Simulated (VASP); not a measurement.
A run of VASP 6.6.1 is set up as follows.

Contents of INCAR:

```
  PREC = Accurate
  ENCUT = 600
  EDIFF = 1E-7
  ISMEAR = -1
  SIGMA = 0.05
  LREAL = False
  LASPH = True
  NELM = 80
  ALGO = Fast
  ISIF = 3
  LWAVE = False
  LCHARG = False
  GGA = B5
  ALDAX = 1.0
  AGGAX = 1.0
  AGGAC = 1.0
  ALDAC = 0.0
  IVDW = 11
  VDW_S6 = 1.0
  VDW_S8 = 1.682
  VDW_SR = 1.094
  VDW_SR8 = 1.0
  IBRION = 2
  NSW = 40
  EDIFFG = -0.005
```

The input KPOINTS:

```
regular mesh
0
Gamma
  12 12 12
```

Contents of POSCAR:

```
BN
1.0
    1.2511217832      0.7223354983      3.3729344033
   -1.2511217832      0.7223354983      3.3729344033
    0.0000000000     -1.4446709966      3.3729344033
N B
1 1
Direct
    0.6672382000      0.6672382000      0.6672382000
    0.0003288000      0.0003288000      0.0003288000
```

Potentials or basis: VASP PAW PBE potentials, release 64 (N, B).

The run is started by

```sh
$ cat potpaw_PBE.64/N/POTCAR potpaw_PBE.64/B/POTCAR > POTCAR
$ mpirun -np 1 vasp_std > vasp.out
```

What does it give for the space group after relaxing (to 0.05 Å)?

R3m (No. 160).

Estimate the relaxed volume.

8.93 Å³/atom.

Estimate the relaxed cell.

a = 3.581 Å, b = 3.581 Å, c = 3.581 Å, α = 41.03°, β = 41.03°, γ = 41.03°.

Estimate the band gap on the k mesh.

4.29 eV, indirect (least direct gap 4.74 eV).

The path:
| step | energy change (eV) | largest force (eV/Å) | pressure (GPa) | volume (Å³) |
| --- | --- | --- | --- | --- |
| 1 | 0.0000 | 0.0046 | 1.85 | 18.29 |
| 2 | 0.0027 | 0.0041 | -4.47 | 18.57 |
| 3 | -0.0014 | 0.0015 | -0.54 | 18.39 |
| 4 | -0.0018 | 0.0016 | -0.49 | 18.34 |
| 5 | -0.0027 | 0.0107 | -0.38 | 18.17 |
| 6 | -0.0034 | 0.0295 | -0.05 | 17.83 |
| 7 | -0.0034 | 0.0266 | -0.11 | 17.88 |
| 8 | -0.0032 | 0.0495 | 0.61 | 17.82 |
| 9 | -0.0034 | 0.0052 | 0.09 | 17.86 |
| 10 | -0.0034 | 0.0185 | -0.32 | 17.88 |
| 11 | -0.0034 | 0.0001 | 0.00 | 17.86 |

Caveat: the PAW data sets were made with another functional, which shifts forces and pressure a little. A k mesh can miss the band edges.
